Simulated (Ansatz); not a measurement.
# SrO (Fm-3m) in Ansatz: convergence with dr2 threshold

Aim: find how far dr2 threshold must go before the results for SrO settle, at PBEsol. This setting moves, with any that are tied to it; all else stays.

All numbers are computed with Ansatz 0.2.0; they aren't measurements. Logs are shortened: lines on timing, memory, paths and dates and some standing lists are left out, and cuts for length are marked.

### Step 1. The crystal as given

The structure is cubic, space group Fm-3m (No. 225). The conventional cell has a = 5.133 Å, b = 5.133 Å, c = 5.133 Å, α = 90.00°, β = 90.00°, γ = 90.00°. Around Sr (site symmetry m-3m) lie 6 O at 2.57 Å. O (site symmetry m-3m) is surrounded by 6 Sr at 2.57 Å.

### Step 2. With dr2 threshold 0.001

Contents of input.yaml:

```yaml
crystal:
  lattice:
    - [0.0, 2.5663, 2.5663]
    - [2.5663, 0.0, 2.5663]
    - [2.5663, 2.5663, 0.0]
  atoms:
    - { symbol: Sr, position: [0.5, 0.5, 0.5] }
    - { symbol: O, position: [0.0, 0.0, 0.0] }
kpoints:
  mp_grid: { grid: [9, 9, 9] }
scf:
  occupations: { method: fermi_dirac, width: 0.05 }
  convergence: { dr2_threshold: 0.001 }
hamiltonian:
  xc: pbesol
  pseudopotentials: { kind: all_electron, lapw: { basis_error: 0.001 } }
output:
  forces: true
  stress: true
  eigenvalues: true
```

Potentials or basis: all-electron LAPW, scalar-relativistic.

Launch:

```bash
$ ansatz run input.yaml --threads 1 --pin off --max-ram 3072MiB --backend cpu --events-out ev --progress --plain --runs-dir out
```

It took 4.1 s on 1 thread of Arm Neoverse V2, shared host; peak memory 0.26 GiB.

Results:

| Quantity | Value |
| --- | --- |
| Free energy | -88511.9678 eV |
| Pressure | -0.5 GPa |
| Band gap on the k mesh | 3.25 eV, indirect (least direct gap 3.34 eV) |

### Step 3. With dr2 threshold 0.0001

Changes to input.yaml since step 2:

```diff
@@ -12,3 +12,3 @@
   occupations: { method: fermi_dirac, width: 0.05 }
-  convergence: { dr2_threshold: 0.001 }
+  convergence: { dr2_threshold: 0.0001 }
 hamiltonian:
```

Potentials or basis: all-electron LAPW, scalar-relativistic.

Launch:

```bash
$ ansatz run input.yaml --threads 1 --pin off --max-ram 3072MiB --backend cpu --events-out ev --progress --plain --runs-dir out
```

It took 4 s on 1 thread of Arm Neoverse V2, shared host; peak memory 0.26 GiB.

What came out:

```yaml
Free_energy: -88511.9678 eV
Pressure: -0.5 GPa
Band_gap_on_the_k_mesh: 3.25 eV, indirect (least direct gap 3.34 eV)
```

### Step 4. With dr2 threshold 1e-05

Changes to input.yaml since step 3:

```diff
@@ -12,3 +12,3 @@
   occupations: { method: fermi_dirac, width: 0.05 }
-  convergence: { dr2_threshold: 0.0001 }
+  convergence: { dr2_threshold: 1.0e-05 }
 hamiltonian:
```

Launch:

```bash
$ ansatz run input.yaml --threads 1 --pin off --max-ram 3072MiB --backend cpu --events-out ev --progress --plain --runs-dir out
```

Wall time 4 s (1 thread of Arm Neoverse V2, shared host); peak memory 0.26 GiB.

What came out:

```yaml
Free_energy: -88511.9678 eV
Pressure: -0.5 GPa
Band_gap_on_the_k_mesh: 3.25 eV, indirect (least direct gap 3.34 eV)
```

### Step 5. With dr2 threshold 1e-06

Changes to input.yaml since step 4:

```diff
@@ -12,3 +12,3 @@
   occupations: { method: fermi_dirac, width: 0.05 }
-  convergence: { dr2_threshold: 1.0e-05 }
+  convergence: { dr2_threshold: 1.0e-06 }
 hamiltonian:
```

Launch:

```bash
$ ansatz run input.yaml --threads 1 --pin off --max-ram 3072MiB --backend cpu --events-out ev --progress --plain --runs-dir out
```

Run time: 4.3 s. Hardware: 1 thread of Arm Neoverse V2, shared host; peak memory 0.26 GiB.

Results:

```yaml
Free_energy: -88511.9678 eV
Pressure: -0.5 GPa
Band_gap_on_the_k_mesh: 3.26 eV, indirect (least direct gap 3.34 eV)
```

### Step 6. With dr2 threshold 1e-07

Changes to input.yaml since step 5:

```diff
@@ -12,3 +12,3 @@
   occupations: { method: fermi_dirac, width: 0.05 }
-  convergence: { dr2_threshold: 1.0e-06 }
+  convergence: { dr2_threshold: 1.0e-07 }
 hamiltonian:
```

Potentials or basis: all-electron LAPW, scalar-relativistic.

Launch:

```bash
$ ansatz run input.yaml --threads 1 --pin off --max-ram 3072MiB --backend cpu --events-out ev --progress --plain --runs-dir out
```

Wall time 4.3 s (1 thread of Arm Neoverse V2, shared host); peak memory 0.26 GiB.

What came out:

- Free energy: -88511.9678 eV
- Pressure: -0.5 GPa
- Band gap on the k mesh: 3.26 eV, indirect (least direct gap 3.34 eV)

### Step 7. With dr2 threshold 1e-08

Changes to input.yaml since step 6:

```diff
@@ -12,3 +12,3 @@
   occupations: { method: fermi_dirac, width: 0.05 }
-  convergence: { dr2_threshold: 1.0e-07 }
+  convergence: { dr2_threshold: 1.0e-08 }
 hamiltonian:
```

Launch:

```bash
$ ansatz run input.yaml --threads 1 --pin off --max-ram 3072MiB --backend cpu --events-out ev --progress --plain --runs-dir out
```

It took 4.6 s on 1 thread of Arm Neoverse V2, shared host; peak memory 0.26 GiB.

The run converged. Its results:

```yaml
Free_energy: -88511.9678 eV
Pressure: -0.5 GPa
Band_gap_on_the_k_mesh: 3.26 eV, indirect (least direct gap 3.34 eV)
```

### Step 8. With dr2 threshold 1e-10

Changes to input.yaml since step 7:

```diff
@@ -12,3 +12,3 @@
   occupations: { method: fermi_dirac, width: 0.05 }
-  convergence: { dr2_threshold: 1.0e-08 }
+  convergence: { dr2_threshold: 1.0e-10 }
 hamiltonian:
```

Potentials or basis: all-electron LAPW, scalar-relativistic.

Launch:

```bash
$ ansatz run input.yaml --threads 1 --pin off --max-ram 3072MiB --backend cpu --events-out ev --progress --plain --runs-dir out
```

Output:

```text
Warning: RAYON_NUM_THREADS=1 ignored (pool sized by the plan → 1); use --threads N
LAPW: plane waves up to 7.549 Å⁻¹, error target 1.0e-3 eV per atom; small_component_spin mean_spin; O in spheres of 1.241 Å, 6 of its electrons in bands, Dirac shells []; Sr in spheres of 1.325 Å, 28 of its electrons in bands, Dirac shells [] (how accurate: hamiltonian.pseudopotentials.lapw.basis_error, Limitations)
Engine: ansatz 0.2.0, aarch64-unknown-linux-gnu
Pseudopotentials: kind: all_electron
Pseudopotential: Sr, LAPW, valence charge 28, lapw/all_electron/scalar/gaussian/Sr, Koelling and Harmon's equation, gaussian nucleus
Pseudopotential: O, LAPW, valence charge 6, lapw/all_electron/scalar/gaussian/O, Koelling and Harmon's equation, gaussian nucleus
Functional definition: PBEsol
  exchange = pbesol_x
  correlation = pbesol_c
Crystal: 2 atoms, lattice volume = 33.803 Å³
Basis set: ecut = 217.13013161840024 eV, 259 PW (Γ), exchange–correlation at level 2
Bands: 21, of which v1, the nominal top of the filled ones, is band 17 counted from 1 (16 counted from 0)
Symmetry: 48 space group operations
Space group: Fm-3m (ITA 225), of the structure as read, at distance tolerance 3.2e-5 Å
k-points: 35 of 729
Non-local potential: Sr, projectors of the file, none
Non-local potential: O, projectors of the file, none
Initial density: superposition of atomic densities (chi_scale 0.1, normalization cell, long waves kept (reshape's long-wave potential 0.00 eV rms))
Initial wavefunctions: plane waves of lowest kinetic energy (no species holds an atomic orbital)
Functional: x = pbesol(κ = 0.804, μ = 0.12345679012345678), c = pbesol(β = 0.046)
iter 1 solved again at ethr=7.42e-3 eV; its pass at ethr=1.00e-1 eV (dr2=2.52e0 eV) is discarded
SCF iter   1: F=—  HF=-88513.950937 eV  |F-HF|=—  |Δ(HF+E_count)|=         —  Δρ=6.98e-2  dr2=2.52e0  ethr=7.42e-3  ⟨swp⟩=2.0  Hψ=4552  notcnv=0
preconditioner: auto → none  [insulator: Δε(μ)=6.265 eV  Ē_g=17.221 eV  σ=0.050 eV  W_gap=1.00  n_scr=14 (ndim 8)  ℏωp=23.9 eV  f_vac=0.000  D(μ)=0.00/eV (n_scr^D=0)  ε∞_Penn≈2.9]
SCF iter   2: F=—  HF=-88513.352564 eV  |F-HF|=—  |Δ(HF+E_count)|=   5.98e-1  Δρ=3.86e-2  dr2=7.17e-1  ethr=7.41e-3  ⟨swp⟩=3.0  Hψ=2324  notcnv=0
SCF iter   3: F=—  HF=-88512.004607 eV  |F-HF|=—  |Δ(HF+E_count)|=    1.35e0  Δρ=1.82e-2  dr2=1.73e-1  ethr=2.11e-3  ⟨swp⟩=3.0  Hψ=2313  notcnv=0
SCF iter   4: F=—  HF=-88512.039112 eV  |F-HF|=—  |Δ(HF+E_count)|=         —  Δρ=1.57e-2  dr2=1.32e-1  ethr=5.08e-4  ⟨swp⟩=3.0  Hψ=2407  notcnv=0
the basis was enlarged: its passes take 33.2 KiB over the memory plan, 1 of 1 planned eigensolver slots
SCF iter   5: F=—  HF=-88511.975672 eV  |F-HF|=—  |Δ(HF+E_count)|=   6.34e-2  Δρ=5.19e-3  dr2=1.45e-2  ethr=3.90e-4  ⟨swp⟩=2.0  Hψ=2106  notcnv=0
iter 6 solved again at ethr=1.35e-7 eV; its pass at ethr=4.27e-5 eV (dr2=4.59e-5 eV) is discarded
SCF iter   6: F=—  HF=-88511.967829 eV  |F-HF|=—  |Δ(HF+E_count)|=   7.84e-3  Δρ=2.88e-4  dr2=4.59e-5  ethr=1.35e-7  ⟨swp⟩=2.7  Hψ=3656  notcnv=0
SCF iter   7: F=—  HF=-88511.967780 eV  |F-HF|=—  |Δ(HF+E_count)|=   4.82e-5  Δρ=7.72e-5  dr2=3.22e-6  ethr=1.35e-7  ⟨swp⟩=2.0  Hψ=2100  notcnv=0
SCF iter   8: F=—  HF=-88511.967809 eV  |F-HF|=—  |Δ(HF+E_count)|=   2.85e-5  Δρ=6.42e-6  dr2=2.02e-8  ethr=9.48e-9  ⟨swp⟩=2.1  Hψ=2102  notcnv=0
SCF iter   9: F=-88511.967809 eV  HF=-88511.967809 eV  |F-HF|=1.16e-10  |Δ(HF+E_count)|=   1.64e-9  Δρ=2.91e-7  dr2=1.45e-11  ethr=5.94e-11  ⟨swp⟩=2.9  Hψ=2197  notcnv=0
SCF 1 converged in 9 iterations: F = -88511.967809 eV  dr2 = 1.45e-11
SCF converged after 9 iterations
Free energy (F): -88511.967809 eV
Harris-Foulkes:  -88511.967809 eV  (|F-HF|=1.16e-10)
Internal energy: -88511.967809 eV  (E = F + TS)
E sigma→0 (E₀):  -88511.967809 eV
Fermi energy:    10.950881 eV
--- Per-component energies (eV) ---
  E_band       = -3184.100168
  E_kinetic    = 91064.876788
  E_xc         = -3038.540472
  E_electrostatic = -176538.304124  (all electrons and nuclei)
  E_smearing   = -0.000000  (= −TS)
  E_closure    = 0.000000  (closes the sum)
  E_atoms      = -88499.320332  (free atoms, spherical and without spin; not in F)
  Σ components = -88511.967809   (vs F -88511.967809, Δ=0.00e0)
  Basis errors (estimates in eV, not in F): energy 4.2e-4 per atom: plane waves 3.8e-4 (2.0e-4 summed), levels above the bands 3.8e-61, relativity 1.4e-8, radial functions 4.0e-5, core shells 2.9e-8; eigenvalues (radial functions only) 2.0e-5; not estimated: angular momenta, meshes, grids; target (lapw.basis_error) 1.0e-3; muffin-tin radii O 1.241 Å, Sr 1.325 Å
--- Forces (eV/Å), atoms counted from 1 ---
  atom   1  Sr     0.00000000     0.00000000     0.00000000
  atom   2  O     -0.00000000    -0.00000000     0.00000000
  max |Σ_I F_I| component: 1.64e-31 eV/Å
--- Stress (GPa, compression-positive) ---
       -0.548806       0.000000      -0.000000
        0.000000      -0.548806       0.000000
       -0.000000       0.000000      -0.548806
  P = ⅓ Tr σ = -0.5488 GPa (-5.488 kbar)
--- Band table (eV; the first three rows and the last of 35) ---
  k-point 0: bands = ["-314.7586", "-237.3599", "-237.3599", "-237.3599", "-109.5614", "-109.5614", "-109.5614", "-109.5568", "-109.5568", "-22.8454", "-5.6754", "-4.4924", "-4.4924", "-4.4924", "9.3005", "9.3005", "9.3005", "13.1902", "15.5225", "15.5225", "15.5225"]
  k-point 1: bands = ["-314.7586", "-237.3599", "-237.3599", "-237.3599", "-109.5614", "-109.5614", "-109.5614", "-109.5568", "-109.5568", "-22.8287", "-5.9716", "-4.5026", "-4.5026", "-4.2377", "8.9207", "9.1421", "9.1421", "13.7656", "15.3726", "15.7668", "15.7668"]
  k-point 2: bands = ["-314.7586", "-237.3599", "-237.3599", "-237.3599", "-109.5614", "-109.5614", "-109.5614", "-109.5568", "-109.5568", "-22.7859", "-6.4858", "-4.5280", "-4.5280", "-3.8291", "8.1807", "8.7775", "8.7775", "15.0403", "15.2801", "16.4492", "16.4492"]
  k-point 34: bands = ["-314.7586", "-237.3599", "-237.3599", "-237.3599", "-109.5614", "-109.5614", "-109.5614", "-109.5568", "-109.5568", "-22.6589", "-6.4192", "-5.1409", "-5.1318", "-3.9268", "8.1530", "8.7768", "8.9016", "14.8249", "15.8493", "18.0411", "20.2814"]
```

It took 4.6 s on 1 thread of Arm Neoverse V2, shared host; peak memory 0.26 GiB.

Results:

| Item | Value |
| --- | --- |
| Free energy | -88511.9678 eV |
| Pressure | -0.5 GPa |
| Band gap on the k mesh | 3.26 eV, indirect (least direct gap 3.34 eV) |

### Step 9. Result

```
dr2 threshold  energy less the tightest run, at zero smearing (meV/atom)  SCF cycles  CPU time (s)  peak memory (GiB)
        0.001                                                       0.00           7           4.1               0.26
       0.0001                                                       0.00           7             4               0.26
        1e-05                                                       0.00           7             4               0.26
        1e-06                                                       0.00           8           4.3               0.26
        1e-07                                                       0.00           8           4.3               0.26
        1e-08                                                       0.00           9           4.6               0.26
        1e-10                                                       0.00           9           4.6               0.26
```

Against the tightest run, the energy stays within 1 meV/atom from 0.001 on. The tightest run that finished is the yardstick and may itself not be fully converged.

Caveats: an odd mesh through Γ misses points on the zone boundary, where band edges often lie.
